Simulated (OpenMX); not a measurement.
Slab: MoS2, a slab with vacuum.

```
Mo S
1.0
     3.18372    0.00000    0.00000
    -1.59186    2.75718    0.00000
     0.00000    0.00000   34.47924
Mo S
4 8
Cartesian
  0.0000 1.8381 3.2257
  0.0000 1.8381 24.8562
  1.5919 0.9191 9.6231
  1.5919 0.9191 31.2535
  1.5919 0.9191 1.6738
  1.5919 0.9191 23.3049
  0.0000 1.8381 8.0712
  0.0000 1.8381 29.7015
  1.5919 0.9191 4.7777
  1.5919 0.9191 26.4080
  0.0000 1.8381 11.1743
  0.0000 1.8381 32.8054
```

| Quantity | Value |
| --- | --- |
| Program | OpenMX 3.8.5 |
| Task | single point |
| Functional | PBE |
| Potentials or basis | OpenMX 2013 PBE set, Mo7.0-s3p2d2, S7.0-s2p2d1f1, grid cutoff 400 Ry |
| k mesh | 11 × 11 × 1 |
| Occupations | fermi-dirac, width 0.05 eV |
| Spin | no spin polarisation |

On this cell: largest force 0.706 eV/Å; band gap on the k mesh 1.21 eV, indirect (least direct gap 1.81 eV).

The same run follows on a disturbed copy (atoms moved at random, drawn with an rms of 0.05 Å):

```xyz
12
Lattice="3.1837 0.0000 0.0000 -1.5919 2.7572 0.0000 0.0000 0.0000 34.4792" Properties=species:S:1:pos:R:3 pbc="T T T"
Mo   -0.0128    1.8594    3.2165
Mo   -0.0055    1.8566   24.8715
Mo    1.5830    0.9690    9.6433
Mo    1.6111    0.9731   31.2283
S     1.5731    0.9334    1.6923
S     1.5398    0.9433   23.3147
S    -0.0050    1.8233    8.1182
S    -0.0030    1.8444   29.7130
S     1.5940    0.9256    4.8169
S     1.6110    0.9608   26.3775
S     0.0392    1.8037   11.1827
S     0.0231    1.8261   32.8084
```

**Question.** What does the disturbed cell give?

**Answer.** The energy moves by +20.9 meV/atom; largest force 1.796 eV/Å; band gap on the k mesh 1.01 eV, indirect (least direct gap 1.66 eV).

Forces on the atoms (eV/Å):
```
Mo   0.073 -0.209  1.206
Mo  -0.200  0.383 -0.846
Mo   0.626 -1.677  0.157
Mo  -0.229 -1.232  1.056
S    0.062  0.077 -1.068
S    0.478 -0.095 -0.720
S   -0.048  0.751 -1.223
S    0.265  0.577 -1.310
S   -0.133  0.134 -0.152
S   -0.278 -0.281  1.531
S   -0.572  0.927  1.103
S   -0.040  0.652  0.262
```

Caveats: the basis of atomic orbitals isn't converged, which shifts pressures, moduli and gaps.

A k mesh can miss the band edges.
